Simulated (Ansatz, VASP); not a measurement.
**LiF (Griceite) in two plane-wave programs**

One calculation is typed for both programs; each brings its own data sets and cutoff. How far apart do they land?

Calculated with Ansatz 0.2.0; plane waves, with VASP 6.6.1 beside it; G0W0 gap at PBE.

**1. Starting point**

Symmetry: Fm-3m, No. 225, cubic system. The conventional cell has a = 4.028 Å, b = 4.028 Å, c = 4.028 Å, α = 90.00°, β = 90.00°, γ = 90.00°. F has 6 Li at 2.01 Å nearest. Nearest to Li lie 6 F at 2.01 Å. Farther neighbours and most contacts between anions are not listed.

As a file:

```xyz
2
Lattice="0.0000 2.0140 2.0140 2.0140 0.0000 2.0140 2.0140 2.0140 0.0000" Properties=species:S:1:pos:R:3 pbc="T T T"
F     2.0140    2.0140    2.0140
Li    0.0000    0.0000    0.0000
```

**2. VASP: G0W0 gap, PBE**

Quasiparticle shifts depend on high empty states and on the cores, so they are the hardest test of two PAW sets.

Lines of VASP's logs that name or quote its potential files are left out, and so is its time.

The run reads the wave functions of an earlier VASP run, which isn't shown here.

Input file INCAR:

```
SYSTEM = LiF
PREC = Accurate
ENCUT = 520
ISMEAR = 0
SIGMA = 0.01
LREAL = .FALSE.
GGA = PE
NBANDS = 40
ALGO = EVGW0
NELMGW = 1
ENCUTGW = 100
NOMEGA = 48
PRECFOCK = Fast
NBANDSGW = 16
LWAVE = .TRUE.
LCHARG = .FALSE.
```

Input file POSCAR:

```
LiF
1.0
    0.0000000000      2.0140000000      2.0140000000
    2.0140000000      0.0000000000      2.0140000000
    2.0140000000      2.0140000000      0.0000000000
F Li
1 1
Direct
    0.5000000000      0.5000000000      0.5000000000
    0.0000000000      0.0000000000      0.0000000000
```

Input file KPOINTS:

```
Automatic mesh
0
Gamma
4 4 4
0 0 0
```

The projector-augmented-wave data sets are F_GW and Li_GW (PBE family, release 64).

Run with:

```sh
> mpirun -np 8 vasp_std
```

Numbers of over 12 decimals in the logs are rounded to 6 here.

Log:

```text
[banner, memory and clock lines left out]
running    8 mpi-ranks, on    1 nodes
 distrk:  each k-point on    8 cores,    1 groups
 distr:  one band on    1 cores,    8 groups

 POSCAR found type information on POSCAR F Li
 POSCAR found :  2 types and       2 ions
|                                                                             |
|           W    W    AA    RRRRR   N    N  II  N    N   GGGG   !!!           |
|           W    W   A  A   R    R  NN   N  II  NN   N  G    G  !!!           |
|           W    W  A    A  R    R  N N  N  II  N N  N  G       !!!           |
|           W WW W  AAAAAA  RRRRR   N  N N  II  N  N N  G  GGG   !            |
|           WW  WW  A    A  R   R   N   NN  II  N   NN  G    G                |
|           W    W  A    A  R    R  N    N  II  N    N   GGGG   !!!           |
|                                                                             |
|     For optimal performance we recommend to set                             |
|       NCORE = 2 up to number-of-cores-per-socket                            |
|     NCORE specifies how many cores store one orbital (NPAR=cpu/NCORE).      |
|     This setting can greatly improve the performance of VASP for DFT.       |
|     The default, NCORE=1 might be grossly inefficient on modern             |
|     multi-core architectures or massively parallel machines. Do your        |
|     Unfortunately you need to use the default for GW and RPA                |
|     calculations (for HF NCORE is supported but not extensively tested      |
|     yet).                                                                   |
|                                                                             |

|                                                                             |
|           W    W    AA    RRRRR   N    N  II  N    N   GGGG   !!!           |
|           W    W   A  A   R    R  NN   N  II  NN   N  G    G  !!!           |
|           W    W  A    A  R    R  N N  N  II  N N  N  G       !!!           |
|           W WW W  AAAAAA  RRRRR   N  N N  II  N  N N  G  GGG   !            |
|           WW  WW  A    A  R   R   N   NN  II  N   NN  G    G                |
|           W    W  A    A  R    R  N    N  II  N    N   GGGG   !!!           |
|                                                                             |
|     The default for ENCUTGWSOFT is different in this version of VASP.       |
|     please manually set ENCUTGWSOFT =100 in the INCAR file.                 |
|                                                                             |

 LDA part: xc-table for (Slater+PW92), standard interpolation
 found WAVECAR, reading the header
 POSCAR, INCAR and KPOINTS ok, starting setup
 FFT: planning ... GRIDC
 FFT: planning ... GRID_SOFT
 FFT: planning ... GRID
 reading WAVECAR
 the WAVECAR file was read successfully
 initial charge from wavefunction
 available memory per node:     33.15 GB, setting MAXMEM to     33950

 The Fermi energy was updated, please check that it is located mid-gap
 values below the HOMO (VB) or above the LUMO (CB) will cause erroneous energies
 E-fermi :   1.3221

 calculate exact exchange contribution
 the WAVEDER file was read successfully
energies w=
    0.000    0.000    0.894    0.000    1.785    0.000    2.668    0.000
    3.542    0.000    4.403    0.000    5.250    0.000    6.081    0.000
    6.898    0.000    7.699    0.000    8.486    0.000    9.260    0.000
   10.023    0.000   10.777    0.000   11.524    0.000   12.267    0.000
   13.009    0.000   13.752    0.000   14.500    0.000   15.256    0.000
   16.025    0.000   16.809    0.000   17.615    0.000   18.447    0.000
   19.310    0.000   20.212    0.000   21.159    0.000   22.162    0.000
   23.230    0.000   24.378    0.000   25.618    0.000   26.970    0.000
   28.459    0.000   30.111    0.000   31.967    0.000   34.073    0.000
   36.493    0.000   39.313    0.000   42.652    0.000   46.678    0.000
   51.634    0.000   57.894    0.000   66.055    0.000   77.131    0.000
   93.005    0.000  117.596    0.000  160.653    0.000  255.000    0.000
 responsefunction array rank=      48
 LDA part: xc-table for (Slater+PW92), standard interpolation

 min. memory requirement per mpi rank     46.0 MB, per node    368.3 MB

 allocating   6 responsefunctions rank=    48
 shmem allocating  48 responsefunctions rank=    48
 response function shared by NCSHMEM nodes    1
 Doing            6  frequencies on each core in blocks of           48
NQ=   1    0.0000    0.0000    0.0000,
|.........|.........|.........|.........|.........|.........|.........|.........
 performed         28000 updates of chi_q(r,r)
 total number of BLAS operations          0.17 Gflops
NQ=   2    0.2500    0.0000    0.0000,
|.........|.........|.........|.........|.........|.........|.........|.........
 performed        102000 updates of chi_q(r,r)
 total number of BLAS operations          1.12 Gflops
NQ=   3    0.5000    0.0000    0.0000,
|.........|.........|.........|.........|.........|.........|.........|.........
 performed        153000 updates of chi_q(r,r)
 total number of BLAS operations          1.79 Gflops
NQ=   4    0.2500    0.2500    0.0000,
|.........|.........|.........|.........|.........|.........|.........|.........
 performed        218000 updates of chi_q(r,r)
 total number of BLAS operations          2.76 Gflops
NQ=   5    0.5000    0.2500    0.0000,
|.........|.........|.........|.........|.........|.........|.........|.........
 performed        313000 updates of chi_q(r,r)
 total number of BLAS operations          3.80 Gflops
NQ=   6   -0.2500    0.2500    0.0000,
|.........|.........|.........|.........|.........|.........|.........|.........
 performed        395000 updates of chi_q(r,r)
 total number of BLAS operations          4.75 Gflops
NQ=   7    0.5000    0.5000    0.0000,
|.........|.........|.........|.........|.........|.........|.........|.........
 performed        441000 updates of chi_q(r,r)
 total number of BLAS operations          5.35 Gflops
NQ=   8   -0.2500    0.5000    0.2500,
|.........|.........|.........|.........|.........|.........|.........|.........
 performed        508000 updates of chi_q(r,r)
 total number of BLAS operations          5.90 Gflops
 resolving degeneracies of screened two electron integrals

 calculate QP shifts <psi_nk| G(iteration)W_0 |psi_nk>: iteration 1
 writing wavefunctions
 entering main loop
```

From OUTCAR (step 2):

```text
ion  position               nearest neighbor table
   1  0.500  0.500  0.500-   2 2.01   2 2.01   2 2.01   2 2.01   2 2.01   2 2.01
   2  0.000  0.000  0.000-   1 2.01   1 2.01   1 2.01   1 2.01   1 2.01   1 2.01

  LATTYP: Found a face centered cubic cell.
 ALAT       =     4.0280000000

 Subroutine GETGRP returns: Found 48 space group operations
 (whereof 48 operations were pure point group operations)

The static configuration has the point symmetry O_h .

 Found      8 irreducible k-points:

   k-points           NKPTS =      8   k-points in BZ     NKDIM =     64   number of bands    NBANDS=     40

   dimension x,y,z NGX =    24 NGY =   24 NGZ =   24
   dimension x,y,z NGXF=    48 NGYF=   48 NGZF=   48

   ENCUT  =  520.0 eV  38.22 Ry    6.18 a.u.   5.30  5.30  5.30*2*pi/ulx,y,z

   NELECT =       8.0000    total number of electrons

  energy-cutoff  :      520.00
  volume of cell :       16.34
      direct lattice vectors                 reciprocal lattice vectors
     0.000000000  2.014000000  2.014000000    -0.248262165  0.248262165  0.248262165
     2.014000000  0.000000000  2.014000000     0.248262165 -0.248262165  0.248262165
     2.014000000  2.014000000  0.000000000     0.248262165  0.248262165 -0.248262165

 k-points in reciprocal lattice and weights: Automatic mesh
   0.00000000  0.00000000  0.00000000       0.016
   0.25000000  0.00000000  0.00000000       0.125
   0.50000000  0.00000000  0.00000000       0.062
   0.25000000  0.25000000  0.00000000       0.094
   0.50000000  0.25000000  0.00000000       0.375
  -0.25000000  0.25000000  0.00000000       0.188
   0.50000000  0.50000000  0.00000000       0.047
  -0.25000000  0.50000000  0.25000000       0.094

 E-fermi :   1.3221

 QP shifts <psi_nk| G(iteration)W_0 |psi_nk>: iteration 1
 for sc-GW calculations column KS-energies equals QP-energies in previous step
 and V_xc(KS)=  KS-energies - (<T + V_ion + V_H > + <T+V_H+V_ion>^1  + <V_x>^1)
 k-point   1 :       0.0000    0.0000    0.0000
  band No.  KS-energies  QP-energies   sigma(KS)   V_xc(KS)     V^pw_x(r,r')   Z            occupation Imag(sigma)
      1     -23.2249     -27.8285     -28.0467     -22.3155     -36.5127       0.8032       2.0000       1.0948
      2      -3.2015      -5.7719     -26.0120     -22.8783     -30.6853       0.8202       2.0000       0.1007
      3      -3.2015      -5.7719     -26.0120     -22.8783     -30.6853       0.8202       2.0000       0.1007
      4      -3.2015      -5.7719     -26.0120     -22.8783     -30.6853       0.8202       2.0000       0.1007
      5       5.8457       7.5049      -8.4466     -10.3299      -5.3543       0.8810       0.0000      -0.0667
      6      20.7342      23.3023      -5.3971      -8.4095      -1.5577       0.8525       0.0000      -0.1582
      7      20.7342      23.3023      -5.3971      -8.4095      -1.5577       0.8525       0.0000      -0.1582
      8      20.7342      23.3023      -5.3971      -8.4095      -1.5577       0.8525       0.0000      -0.1582
    ...

 k-point   2 :       0.2500    0.0000    0.0000
  band No.  KS-energies  QP-energies   sigma(KS)   V_xc(KS)     V^pw_x(r,r')   Z            occupation Imag(sigma)
      1     -22.9916     -27.4249     -28.3088     -22.6054     -36.7651       0.7773       2.0000       1.0381
      2      -4.5836      -7.4510     -24.1310     -20.6067     -28.6292       0.8136       2.0000       0.1063
      3      -3.3223      -5.9213     -25.9053     -22.7326     -30.5759       0.8192       2.0000       0.1013
      4      -3.3223      -5.9213     -25.9053     -22.7326     -30.5759       0.8192       2.0000       0.1013
      5       7.1160       8.9818      -8.7436     -10.8636      -5.7028       0.8801       0.0000      -0.0661
      6      14.7337      16.8525      -7.6607     -10.1182      -4.2216       0.8622       0.0000      -0.0918
      7      17.3313      19.6633      -5.5612      -8.2256      -2.0410       0.8752       0.0000      -0.0903
      8      17.3313      19.6633      -5.5612      -8.2256      -2.0410       0.8752       0.0000      -0.0903
    ...

 k-point   3 :       0.5000    0.0000    0.0000
  band No.  KS-energies  QP-energies   sigma(KS)   V_xc(KS)     V^pw_x(r,r')   Z            occupation Imag(sigma)
      1     -22.7433     -27.0544     -28.6209     -22.9414     -37.0628       0.7591       2.0000       0.9799
      2      -5.7433      -8.8282     -22.9350     -19.1119     -27.4222       0.8069       2.0000       0.1179
      3      -3.4393      -6.0701     -25.8212     -22.6127     -30.4947       0.8200       2.0000       0.1001
      4      -3.4393      -6.0701     -25.8212     -22.6127     -30.4947       0.8200       2.0000       0.1001
      5       7.5649       9.3472      -7.0700      -9.0763      -3.9159       0.8884       0.0000      -0.0665
      6      13.5059      16.0493     -10.6799     -13.6900      -7.3640       0.8450       0.0000      -0.0966
      7      15.6818      17.9495      -5.4021      -7.9819      -2.0029       0.8790       0.0000      -0.0768
      8      15.6818      17.9495      -5.4021      -7.9819      -2.0029       0.8790       0.0000      -0.0768
    ...

 k-point   4 :       0.2500    0.2500    0.0000
  band No.  KS-energies  QP-energies   sigma(KS)   V_xc(KS)     V^pw_x(r,r')   Z            occupation Imag(sigma)
      1     -22.8918     -27.2916     -28.4306     -22.7318     -36.8790       0.7720       2.0000       1.0130
      2      -4.6453      -7.4993     -23.9119     -20.4069     -28.3492       0.8143       2.0000       0.1032
      3      -3.7122      -6.4006     -25.3619     -22.0813     -29.9927       0.8195       2.0000       0.1031
      4      -3.7122      -6.4006     -25.3619     -22.0813     -29.9927       0.8195       2.0000       0.1031
      5       8.1854      10.2791     -10.0092     -12.4139      -7.0753       0.8706       0.0000      -0.0692
      6      15.5495      17.0610      -5.8762      -7.6077      -2.3809       0.8729       0.0000      -0.0925
      7      16.4854      18.6993      -5.5768      -8.1112      -2.1032       0.8735       0.0000      -0.0840
      8      17.4083      19.9022      -6.9488      -9.8452      -3.3260       0.8610       0.0000      -0.1052
    ...

[... 4 further parts left out ...]
```

[end of part 1 of 2]

[Lines on the potential files, build, host, timing and source positions are cut from VASP's logs without a mark.]

[Logs are printed without paths, hosts, clocks, repeated set-up lines and the standing remarks that a program may print on its own settings, such as how far it seeks lower states.]

[Hosts, paths, dates, database ids (printed as entryN), source tags and the programs' standing remarks are cut or masked in the printed files.]
